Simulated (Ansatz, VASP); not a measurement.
# One calculation of Ag, two programs

```
Ag
1.0
     0.00000    2.21094    2.21094
     2.21094    0.00000    2.21094
     2.21094    2.21094    0.00000
Ag
1
Direct
  0.00000 0.00000 0.00000
```

Alike in both runs: task single point; functional BLYP; k mesh 21 × 21 × 21; occupations fermi-dirac, width 0.1 eV; no spin polarisation.

|  | VASP | Ansatz |
| --- | --- | --- |
| version | VASP 6.6.1 | Ansatz 0.2.0 |
| potentials or method | VASP PAW PBE potentials, release 64 (Ag) | plane waves (420 eV) with PAW, scalar-relativistic |
| plane-wave cutoff (eV) | 520 | 420 |
| valence electrons in the cell | 11 | 19 |

```csv
,VASP,Ansatz,Ansatz less VASP
pressure (GPa),-5.5,-5.6,-0.07
```

The two sets of potentials don't hold the same shells in valence.

Caveats: the PAW data sets were made with another functional, which shifts forces and pressure a little (VASP).
